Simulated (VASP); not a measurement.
# Na: molecular dynamics with a thermostat

Na, I4/mmm (no. 139), 16 atoms in the cell. PBE, molecular dynamics; PAW potentials Na (PBE set).

Ensemble: Nose-Hoover chain; Target temperature (K): 600.

## Input

INCAR:
```
ALGO = Fast
EDIFF = 1E-6
ENCUT = 200
GGA = PE
IBRION = 0
ISIF = 2
ISMEAR = -1
ISYM = 0
KPAR = 2
LASPH = True
LCHARG = False
LREAL = Auto
LWAVE = False
MDALGO = 4
NELM = 60
NELMIN = 4
NHC_NCHAINS = 3
NHC_PERIOD = 30
NSW = 60
POTIM = 2.0
PREC = Normal
RANDOM_SEED = 634296 0 0
SIGMA = 0.05
TEBEG = 600
```

KPOINTS:
```
k-points
0
Monkhorst-Pack
  2 2 1
```

POSCAR:
```
Na
1.0
    7.5531643200      0.0000000000      0.0000000000
    0.0000000000      7.5531643200      0.0000000000
    0.0000000000      0.0000000000     10.5491067200
Na
16
Direct
    0.0000000000      0.0000000000      0.0000000000
    0.0000000000      0.0000000000      0.5000000000
    0.0000000000      0.5000000000      0.0000000000
    0.0000000000      0.5000000000      0.5000000000
    0.5000000000      0.0000000000      0.0000000000
    0.5000000000      0.0000000000      0.5000000000
    0.5000000000      0.5000000000      0.0000000000
    0.5000000000      0.5000000000      0.5000000000
    0.2500000000      0.2500000000      0.2500000000
    0.2500000000      0.2500000000      0.7500000000
    0.2500000000      0.7500000000      0.2500000000
    0.2500000000      0.7500000000      0.7500000000
    0.7500000000      0.2500000000      0.2500000000
    0.7500000000      0.2500000000      0.7500000000
    0.7500000000      0.7500000000      0.2500000000
    0.7500000000      0.7500000000      0.7500000000
```

Commands:
```
cat potpaw_PBE.64/Na/POTCAR > POTCAR
mpirun -np 2 vasp_std > vasp.out
```

## Result

- Mean temperature (K): 357
- Rise of the mean potential energy above the start (meV/atom): 38.2
- Electronic steps per ionic step after the first: 4.0

Course of the run:

| Time (fs) | Temperature (K) | Potential energy less the first (meV/atom) |
|---|---|---|
| 2 | 600 | 0.0 |
| 12 | 586 | 1.7 |
| 20 | 554 | 5.6 |
| 30 | 493 | 13.4 |
| 38 | 431 | 21.6 |
| 48 | 346 | 33.4 |
| 56 | 283 | 42.8 |
| 66 | 225 | 52.7 |
| 74 | 202 | 58.2 |
| 84 | 206 | 61.5 |
| 92 | 230 | 61.8 |
| 102 | 270 | 60.4 |
| 110 | 305 | 58.7 |
| 120 | 351 | 56.4 |

REPORT:
```
MDALGO =   4
           NHC_NCHAINS =   3
            NHC_PERIOD =    30
            NHC_NRESPA =    1
                NHC_NS =  1
               SCALING =       0
                 CNEXP =     9.000   14.000
           RANDOM_SEED =            634296                0                0

   original number of atomic DOF:         45
   number of independent constraints:      0
   number of active DOF:                  45

========================================
         MD step No.       1
========================================

  Atomic velocities initialized by STEP_tb

  >Nose-Hoover_chains
                       xs       vs(fs^-1)
   nhc_s>  -0.44013228E-11  -0.88017286E-11
   nhc_s>  -0.13889371E-03  -0.27779707E-03
   nhc_s>  -0.13888889E-03  -0.27773919E-03

  >Energies
                    E_tot             E_pot             E_kin               EPS                ES
   e_b>   -0.19366125E+02   -0.20529472E+02    0.11633470E+01    0.14361312E-04   -0.14362569E-04

  >Temperature
               T_sim     T_inst
   tmprt>    600.000    600.000

           RANDOM_SEED =            634296               96                0

[... steps left out ...]

========================================
         MD step No.      60
========================================

  >Nose-Hoover_chains
                       xs       vs(fs^-1)
   nhc_s>  -0.42206742E+00  -0.40045891E-02
   nhc_s>   0.12942294E+01   0.30100137E-01
   nhc_s>   0.23747613E+00   0.59819361E-01

  >Energies
                    E_tot             E_pot             E_kin               EPS                ES
   e_b>   -0.19364781E+02   -0.19626485E+02    0.68001622E+00    0.48451332E+00   -0.90282601E+00

  >Temperature
               T_sim     T_inst
   tmprt>    600.000    350.721

           RANDOM_SEED =            634296               96                0
```

OSZICAR:
```
N       E                     dE             d eps       ncg     rms          rms(c)
DAV:   1    -0.994398493104E+01   -0.99440E+01   -0.18689E+03    68   0.257E+02
DAV:   2    -0.201131957418E+02   -0.10169E+02   -0.95139E+01    86   0.392E+01
DAV:   3    -0.205225431013E+02   -0.40935E+00   -0.39341E+00    80   0.784E+00
DAV:   4    -0.205342159163E+02   -0.11673E-01   -0.11660E-01   112   0.144E+00
DAV:   5    -0.205344945235E+02   -0.27861E-03   -0.27857E-03   104   0.162E-01    0.823E-01
RMM:   6    -0.205335340159E+02    0.96051E-03   -0.58211E-04    68   0.141E-01    0.552E-01
RMM:   7    -0.205295336940E+02    0.40003E-02   -0.16707E-03    68   0.269E-01    0.320E-02
RMM:   8    -0.205294737649E+02    0.59929E-04   -0.16403E-05    68   0.217E-02    0.739E-03
RMM:   9    -0.205294711803E+02    0.25846E-05   -0.39200E-06    68   0.116E-02    0.118E-03
RMM:  10    -0.205294716036E+02   -0.42329E-06   -0.10217E-06    40   0.491E-03
      1 T=   600. E= -.19366125E+02 F= -.20529472E+02 E0= -.20362788E+02  EK= 0.11633E+01 SP= -.14E-04 SK= 0.14E-04
       N       E                     dE             d eps       ncg     rms          rms(c)
[... left out ...]
     58 T=   332. E= -.19359622E+02 F= -.19611567E+02 E0= -.19485130E+02  EK= 0.64896E+00 SP= -.88E+00 SK= 0.49E+00
     59 T=   341. E= -.19359481E+02 F= -.19619022E+02 E0= -.19491097E+02  EK= 0.66710E+00 SP= -.89E+00 SK= 0.49E+00
[... last step whole ...]
       N       E                     dE             d eps       ncg     rms          rms(c)
DAV:   1    -0.196264840919E+02   -0.74619E-02   -0.96700E-04    80   0.727E-02    0.304E-04
RMM:   2    -0.196264847627E+02   -0.67084E-06   -0.66609E-06    63   0.117E-02    0.148E-04
RMM:   3    -0.196264848903E+02   -0.12758E-06   -0.11321E-06    48   0.503E-03    0.958E-05
RMM:   4    -0.196264849183E+02   -0.28044E-07   -0.24332E-07    39   0.242E-03
     60 T=   351. E= -.19359315E+02 F= -.19626485E+02 E0= -.19497058E+02  EK= 0.68548E+00 SP= -.90E+00 SK= 0.48E+00
```

Limits: 120 fs of 16 atoms are too short for converged averages.

VASP 6.6.1 took 100 s on 2 cores (AMD EPYC 7R13 (Zen 3)), a shared host.
